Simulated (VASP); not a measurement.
# C (P6_3/mmc) in VASP: further runs

One crystal, C, is run at these levels: PBE+D3(BJ); tasks: relaxation of cell and atoms, vibrations by finite differences.

Program: VASP 6.6.1. These are calculated values, not measurements. Logs are shortened: lines on timing, memory, paths and dates and some standing lists are left out, and cuts for length are marked.

## 1. The crystal as given

The structure is hexagonal, space group P6_3/mmc (No. 194). Conventional cell: a = 2.467 Å, b = 2.467 Å, c = 7.803 Å, α = 90.00°, β = 90.00°, γ = 120.00°. C (site symmetry -6m2) has 3 C at 1.42 Å as nearest neighbours. C (site symmetry -6m2) is surrounded by 3 C at 1.42 Å.

## 2. Relaxation of cell and atoms, PBE+D3(BJ)

Input file INCAR:

```
SYSTEM = C
PREC     = Accurate       ! precision mode
ENCUT    = 520            ! plane-wave cutoff, eV
EDIFF    = 1E-7           ! SCF threshold, eV
ISMEAR   = 0              ! smearing method
SIGMA    = 0.02           ! smearing width, eV
LREAL    = .False.        ! projectors in reciprocal space
LASPH    = .True.         ! aspherical terms in the spheres
NELM     = 60             ! most SCF steps
ALGO     = Normal         ! electronic algorithm
ISIF     = 3              ! what is computed and relaxed
LWAVE    = .False.        ! write WAVECAR
LCHARG   = .False.        ! write CHGCAR
GGA      = PE             ! functional
IVDW     = 12             ! dispersion correction
IBRION   = 2              ! ionic algorithm
NSW      = 80             ! ionic steps
EDIFFG   = -0.002         ! ionic threshold
KPAR     = 4
```

Input file KPOINTS:

```
Automatic mesh
0
Gamma
  21 21 6
  0 0 0
```

Input file POSCAR:

```
C
1.0
    2.4672912600      0.0000000000      0.0000000000
   -1.2336456300      2.1367369100      0.0000000000
    0.0000000000      0.0000000000      7.8030730000
C
4
Direct
    0.0000000000      0.0000000000      0.2500000000
    0.0000000000      0.0000000000      0.7500000000
    0.3333333300      0.6666666700      0.2500000000
    0.6666666700      0.3333333300      0.7500000000
```

Potentials or basis: VASP PAW PBE potentials, release 64 (C).

The run is started by

```bash
$ cat potpaw_PBE.64/C/POTCAR > POTCAR
$ mpirun -np 4 vasp_std > vasp.out
```

OUTCAR:

```text
SYSTEM = C
   PREC = Accurate
   ENCUT = 520
   EDIFF = 1E-7
   ISMEAR = 0
   LREAL = .False.
   LASPH = .True.
   NELM = 60
   ISIF = 3
   GGA = PE
   IVDW = 12
   IBRION = 2
   NSW = 80
   EDIFFG = -0.002
 IVDW          = 12

 ion  position               nearest neighbor table
   1  0.000  0.000  0.250-   3 1.42   3 1.42   3 1.42
   2  0.000  0.000  0.750-   4 1.42   4 1.42   4 1.42
   3  0.333  0.667  0.250-   1 1.42   1 1.42   1 1.42
   4  0.667  0.333  0.750-   2 1.42   2 1.42   2 1.42

  LATTYP: Found a hexagonal cell.
 ALAT       =     2.4672912600
 C/A-ratio  =     3.1626071581

  Lattice vectors:

 A1 = (   2.4672912600,   0.0000000000,   0.0000000000)
 A2 = (  -1.2336456300,   2.1367369100,   0.0000000000)
 A3 = (   0.0000000000,   0.0000000000,   7.8030730000)

Analysis of symmetry for initial positions (statically):
=====================================================================
 Subroutine PRICEL returns:
 Original cell was already a primitive cell.

 Routine SETGRP: Setting up the symmetry group for a
 hexagonal supercell.

 Subroutine GETGRP returns: Found 24 space group operations
 (whereof 12 operations were pure point group operations)
 out of a pool of 24 trial point group operations.

The static configuration has the point symmetry D_3d.
 The point group associated with its full space group is D_6h.

Analysis of symmetry for dynamics (positions and initial velocities):
=====================================================================
 Subroutine PRICEL returns:
 Original cell was already a primitive cell.

 Routine SETGRP: Setting up the symmetry group for a
 hexagonal supercell.

 Subroutine GETGRP returns: Found 24 space group operations
 (whereof 12 operations were pure point group operations)
 out of a pool of 24 trial point group operations.

The dynamic configuration has the point symmetry D_3d.
 The point group associated with its full space group is D_6h.

 Subroutine INISYM returns: Found 24 space group operations
 (whereof 12 operations are pure point group operations),
 and found     1 'primitive' translations

----------------------------------------------------------------------------------------

                                     Primitive cell

  volume of cell :      41.1374

  direct lattice vectors                    reciprocal lattice vectors
     2.467291260  0.000000000  0.000000000     0.405302777  0.234001668  0.000000000
    -1.233645630  2.136736910  0.000000000     0.000000000  0.468003335  0.000000000
     0.000000000  0.000000000  7.803073000     0.000000000  0.000000000  0.128154639

  length of vectors
     2.467291260  2.467291260  7.803073000     0.468003335  0.468003335  0.128154639

  position of ions in fractional coordinates (direct lattice)
     0.000000000  0.000000000  0.250000000
     0.000000000  0.000000000  0.750000000
     0.333333330  0.666666670  0.250000000
     0.666666670  0.333333330  0.750000000

  ion indices of the primitive-cell ions
   primitive index   ion index
                 1           1
                 2           2
                 3           3
                 4           4

----------------------------------------------------------------------------------------

 KPOINTS: Automatic mesh

Automatic generation of k-mesh.
 Grid dimensions read from file:
 generate k-points for:   21   21    6

 Generating k-lattice:

  Cartesian coordinates                     Fractional coordinates (reciprocal lattice)
     0.019300132  0.011142937  0.000000000     0.047619048 -0.000000000  0.000000000
     0.000000000  0.022285873  0.000000000     0.000000000  0.047619048  0.000000000
     0.000000000  0.000000000  0.021359106     0.000000000  0.000000000  0.166666667

  Length of vectors
     0.022285873  0.022285873  0.021359106

  Shift w.r.t. Gamma in fractional coordinates (k-lattice)
     0.000000000  0.000000000  0.000000000

 Subroutine IBZKPT returns following result:
 ===========================================

 Found    192 irreducible k-points:

 Following reciprocal coordinates:
            Coordinates               Weight
  0.000000  0.000000  0.000000      1.000000
  0.047619 -0.000000  0.000000      6.000000
  0.095238 -0.000000  0.000000      6.000000
  0.142857 -0.000000  0.000000      6.000000
  0.190476 -0.000000  0.000000      6.000000
  0.238095 -0.000000  0.000000      6.000000
[... 16 lines left out ...]
  0.142857  0.095238  0.000000     12.000000
  0.190476  0.095238  0.000000     12.000000
 [... further k-points ...]
   k-points           NKPTS =    192   k-points in BZ     NKDIM =    192   number of bands    NBANDS=     12
   number of dos      NEDOS =    301   number of ions     NIONS =      4
   total plane-waves  NPLWV =  19440
   dimension x,y,z NGX =    18 NGY =   18 NGZ =   60
   dimension x,y,z NGXF=    36 NGYF=   36 NGZF=  120
   ions per type =               4
   NGX,Y,Z   is equivalent  to a cutoff of  12.13, 12.13, 12.78 a.u.
   NGXF,Y,Z  is equivalent  to a cutoff of  24.26, 24.26, 25.57 a.u.
 SYSTEM =  C
   PREC   = accura    normal or accurate (medium, high low for compatibility)
   ISTART =      0    job   : 0-new  1-cont  2-samecut
   ICHARG =      2    charge: 1-file 2-atom 10-const
   ISPIN  =      1    spin polarized calculation?
   LNONCOLLINEAR =      F non collinear calculations
   LSORBIT =      F    spin-orbit coupling
   LASPH  =      T    aspherical Exc in radial PAW
   ENCUT  =  520.0 eV  38.22 Ry    6.18 a.u.   4.59  4.59 14.51*2*pi/ulx,y,z
   NELM   =     60;   NELMIN=  2; NELMDL= -5     # of ELM steps
   EDIFF  = 0.1E-06   stopping-criterion for ELM
   LREAL  =      F    real-space projection
   EDIFFG = -.2E-02   stopping-criterion for IOM
   NSW    =     80    number of steps for IOM
   IBRION =      2    ionic relax: 0-MD 1-quasi-New 2-CG
   NFREE  =      1    steps in history (QN), initial steepest desc. (CG)
   ISIF   =      3    stress and relaxation
   ISYM   =      2    0-nonsym 1-usesym 2-fastsym
   POTIM  = 0.5000    time-step for ionic-motion
   TEBEG  =    0.0;   TEEND  =   0.0 temperature during run
   PSTRESS=    0.0 pullay stress
   NELECT =      16.0000    total number of electrons
   NUPDOWN=      -1.0000    fix difference up-down
   EMIN   =  10.00;   EMAX   =-10.00  energy-range for DOS
   EFERMI =   0.00;   METHOD = LEGACY
   ISMEAR =     0;   SIGMA  =   0.02  broadening in eV -4-tet -1-fermi 0-gaus
   EFERMI_NEDOS =   21; number of points for ismear=-14 and -15
   IALGO  =     38    algorithm
   IMIX   =      4    mixing-type and parameters
     AMIX     =   0.40;   BMIX     =  1.00
     AMIX_MAG =   1.60;   BMIX_MAG =  1.00
  volume/ion in A,a.u.               =      10.28        69.40
  Fermi-wavevector in a.u.,A,eV,Ry     =   1.195003  2.258229 19.429568  1.428033
  Thomas-Fermi vector in A             =   2.330979
   LORBIT       =      0    0 simple, 1 ext, 2 COOP (PROOUT), +10 PAW based schemes
   GGA     = PE    functional components
   LHFCALC =     F    Hartree Fock is set to
   AEXX    =    0.0000 exact exchange contribution
   IVDW    =    12    specifies the selected vdW correction
   LEPSILON=     F    determine dielectric tensor
   LRPA    =     F    only Hartree local field effects (RPA)
 conjugate gradient relaxation of ions
 non-spin polarized calculation
 Gauss-broadening in eV      SIGMA  =   0.02
  energy-cutoff  :      520.00
  volume of cell :       41.14
 maximum number of plane-waves:      1128
   NGX =  9   NGY =  9   NGZ = 29

--------------------------------------- Ionic step        1  -------------------------------------------

 number of electron      15.9999994 magnetization

 Free energy of the ion-electron system (eV)
  ---------------------------------------------------
  ext. energy  EPLUGINS =         0.00000000
  ---------------------------------------------------
  free energy    TOTEN  =       -36.90030518 eV

  energy without entropy =      -36.90018658  energy(sigma->0) =      -36.90024588

------------------------ aborting loop because EDIFF is reached ----------------------------------------

 Edisp (eV)   -0.52304

 E8    (eV) :    -0.1459

  FORCE on cell =-STRESS in cart. coord.  units (eV):
  Direction    XX          YY          ZZ          XY          YZ          ZX
  --------------------------------------------------------------------------------------
  -------------------------------------------------------------------------------------
  Total      -0.05253    -0.05253    -0.49280     0.00000     0.00000     0.00000
  in kB      -2.04570    -2.04570   -19.19297     0.00000     0.00000     0.00000
  external pressure =       -7.76 kB  Pullay stress =        0.00 kB
[... 830 lines left out ...]
 k-point    24 :       0.1905    0.0952    0.0000
  band No.  band energies     occupation
      1     -13.9547      2.00000
      2     -13.7882      2.00000
      3      -2.9493      2.00000
      4      -2.9041      2.00000
      5      -2.3058      2.00000
      6      -1.2940      2.00000
      7      -1.2663      2.00000
      8      -0.9819      2.00000
      9       9.9417      0.00000
     10      11.4635      0.00000
     11      11.8074      0.00000
     12      13.2387      0.00000

 [... further k-points ...]

[... ionic steps 4 to 20 ...]

--------------------------------------- Ionic step       21  -------------------------------------------

 number of electron      15.9999996 magnetization

------------------------ aborting loop because EDIFF is reached ----------------------------------------

 Edisp (eV)   -0.62747

 E8    (eV) :    -0.1779
[... 73 lines left out ...]
  energy  without entropy=      -37.4761215121  energy(sigma->0) =      -37.47616621

--------------------------------------- Ionic step       23  -------------------------------------------

 number of electron      15.9999996 magnetization

 Free energy of the ion-electron system (eV)
  ---------------------------------------------------
  ext. energy  EPLUGINS =         0.00000000
  ---------------------------------------------------
  free energy    TOTEN  =       -36.84871420 eV

  energy without entropy =      -36.84862476  energy(sigma->0) =      -36.84866948

 E-fermi :   4.6903     XC(G=0): -10.3412

 val. band max:        4.6879495039   @ k =   0.3333   0.3333   0.5000
 cond. band min:       4.6994447226   @ k =   0.3333   0.3333   0.3333
 fundamental gap:      0.0114952187
 Fermi energy:         4.6902757207

 k-point     1 :       0.0000    0.0000    0.0000
  band No.  band energies     occupation
      1     -14.9497      2.00000
      2     -14.6428      2.00000
      3      -3.8230      2.00000
      4      -1.8254      2.00000
      5       1.6784      2.00000
      6       1.6784      2.00000
      7       1.6975      2.00000
      8       1.6975      2.00000
      9       9.0133      0.00000
     10      13.0102      0.00000
     11      13.0102      0.00000
     12      13.0637      0.00000
[... 380 lines left out ...]
  FREE ENERGIE OF THE ION-ELECTRON SYSTEM (eV)
  ---------------------------------------------------
  free  energy   TOTEN  =       -37.4762111369 eV

  energy  without entropy=      -37.4761216910  energy(sigma->0) =      -37.47616641

 reached required accuracy - stopping structural energy minimisation
```

It took 2.8 min on 4 MPI ranks of Intel Xeon Platinum 8488C (Sapphire Rapids), shared host; peak memory 0.22 GiB.

Results:

| Item | Value |
| --- | --- |
| Free energy | -37.4762 eV |
| Relaxed volume | 8.81 Å³/atom |
| Relaxed cell | a = 2.466 Å, b = 2.466 Å, c = 6.690 Å, α = 90.00°, β = 90.00°, γ = 120.00° |
| Space group after relaxing (to 0.05 Å) | P6_3/mmc (No. 194) |
| Energy gained by relaxing | 13.2 meV/atom |
| Ionic steps | 23 |
| Pressure after relaxing | 0.0 GPa |
| Band gap on the k mesh | none (metal or under the smearing width) |
| Dispersion energy per atom | -0.157 eV |

The path:
```csv
step,energy change (eV),largest force (eV/Å),pressure (GPa),volume (Å³)
1,0.0000,0.0000,-0.78,41.14
2,-0.0029,0.0000,-0.31,40.84
3,-0.0102,0.0000,1.13,39.96
4,-0.0182,0.0000,4.32,38.20
5,-0.0185,0.0000,4.30,38.18
6,-0.0196,0.0000,4.27,38.11
7,-0.0216,0.0000,4.19,37.98
8,-0.0256,0.0000,4.03,37.70
9,-0.0331,0.0000,3.73,37.15
10,-0.0449,0.0000,3.14,36.05
11,-0.0457,0.0000,2.28,33.83
12,-0.0503,0.0000,2.67,35.00
13,-0.0504,0.0000,2.59,34.79
14,-0.0520,0.0000,1.58,35.02
15,-0.0527,0.0000,-0.21,35.46
16,-0.0528,0.0000,0.16,35.37
17,-0.0528,0.0000,0.21,35.35
18,-0.0528,0.0000,0.20,35.34
19,-0.0528,0.0000,0.11,35.28
20,-0.0528,0.0000,-0.05,35.17
21,-0.0529,0.0000,0.03,35.23
22,-0.0529,0.0000,0.03,35.23
23,-0.0529,0.0000,0.00,35.23
```

Final structure:
```xyz
4
Lattice="2.4659 0.0000 0.0000 -1.2330 2.1356 0.0000 0.0000 0.0000 6.6902" Properties=species:S:1:pos:R:3 pbc="T T T"
C     0.0000    0.0000    1.6726
C    -1.2330    2.1356    5.0177
C     0.0000    1.4237    1.6726
C     1.2330    0.7119    5.0177
```

(Continued in part 2 of 2.)
